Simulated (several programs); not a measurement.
AgI (F-43m) from semi-empirical methods to plane-wave DFT

A 2-atom cell of AgI started from a crystallographic database, relaxed with r2SCAN in Ansatz, was computed with several methods. It is cubic, F-43m (No. 216); a = 6.577 Å in the conventional setting, 35.57 Å³ an atom. Ag is surrounded by 4 I at 2.85 Å; I is surrounded by 4 Ag at 2.85 Å. The values are computed, spin-unpolarised, and not measurements.

```cif
data_structure
_symmetry_space_group_name_H-M 'P 1'
_symmetry_Int_Tables_number 1
_cell_length_a 4.6508
_cell_length_b 4.6508
_cell_length_c 4.6508
_cell_angle_alpha 60.000
_cell_angle_beta 60.000
_cell_angle_gamma 60.000
_cell_volume 71.13
loop_
_atom_site_label
_atom_site_type_symbol
_atom_site_fract_x
_atom_site_fract_y
_atom_site_fract_z
_atom_site_occupancy
Ag1 Ag 0.00000 0.00000 0.00000 1
I1 I 0.25000 0.25000 0.25000 1
```

Gaps and times are for a single point on this cell; volume and bulk modulus come from each method's own relaxation or energy curve at fixed shape. Times are rough, from shared hosts (AMD EPYC 7R43 64-Core Processor; Arm Neoverse N1), and each method has its own mesh and cell size. The energy curve of PM7 (MOPAC) is jagged, so its SCF state, and with it the gap, is in doubt. PM6 (MOPAC), PM7 (MOPAC), GFN1-xTB (tblite), GFN2-xTB (tblite) treat a cluster of cells at its zone centre, which samples few k points: where these miss a band edge, the gap comes out too large for that reason alone. Gaps from k meshes are read at a limited set of points (mesh, symmetry points, PBE's band edges), so each method's own least gap may be somewhat smaller. xTB and the PM methods were fitted mostly to molecules, and can miss a solid's gap by electronvolts. Minimal bases can be far off for gaps. Times of the plane-wave ladder aren't listed, since it ran on unlike processors and cards. GLLB-SC's gap includes the derivative discontinuity. d marks a direct gap, i an indirect one (no mark: not told apart), a dash a value that wasn't computed or didn't pass its checks.

```
                              method              kind  gap (eV)  own volume (Å³/atom)  bulk modulus (GPa)  atoms computed  processor time
                              PBEsol         semilocal         –                 33.53                   –               2               –
light PBE (260 eV and a coarse mesh)  light plane-wave    1.33 d                     –                   –               2             2 s
                   GFN1-xTB (tblite)     tight binding      2.66                 36.02                  42         cluster           3.8 s
                                 LDA         semilocal    1.06 d                 31.99                   –               2               –
                                 PBE         semilocal    1.34 d                 36.46                  26               2               –
                   GFN2-xTB (tblite)     tight binding      5.39                 37.59                  35         cluster           6.4 s
                      PBE/SZV (CP2K)       small basis    1.70 d                     –                   –               2            10 s
              PBE/single zeta (GPAW)       small basis    1.10 d                     –                   –               2            11 s
                              r2SCAN         semilocal    1.82 d                 35.57                  29               2               –
                      GLLB-SC (GPAW)   model potential      2.53                     –                   –               2            22 s
                     PBE/DZVP (CP2K)       small basis    1.39 d                 37.46                  25               2            29 s
                         PM7 (MOPAC)    semi-empirical      8.77                     –                   –         cluster            30 s
                             PBE+SOC         semilocal    1.12 d                     –                   –               2               –
                         PM6 (MOPAC)    semi-empirical      1.75                     –                   –         cluster            89 s
                        Hartree-Fock    exact exchange    8.90 d                     –                   –               2               –
                                PBE0            hybrid    3.18 d                     –                   –               2               –
                             r2SCAN0            hybrid    3.46 d                     –                   –               2               –
                               HSE06            hybrid    2.51 d                 36.35                   –               2               –
                            DDH-PBE0            hybrid    2.75 d                     –                   –               2               –
                           HSE06+SOC            hybrid    2.23 d                     –                   –               2               –
```

Against HSE06 (2.51 eV) and with closed or daggered gaps left aside, the nearest gap at the points sampled is that of GLLB-SC (GPAW) (+0.02 eV) and the farthest that of Hartree-Fock (+6.39 eV). HSE06 is only a yardstick of convenience, and nearness to it can be luck.

Volumes against r2SCAN's: PBEsol -5.7 %, GFN1-xTB (tblite) +1.3 %, LDA -10.0 %, PBE +2.5 %, GFN2-xTB (tblite) +5.7 %, PBE/DZVP (CP2K) +5.3 %, HSE06 +2.2 %.

Only the rows marked +SOC include spin-orbit coupling.
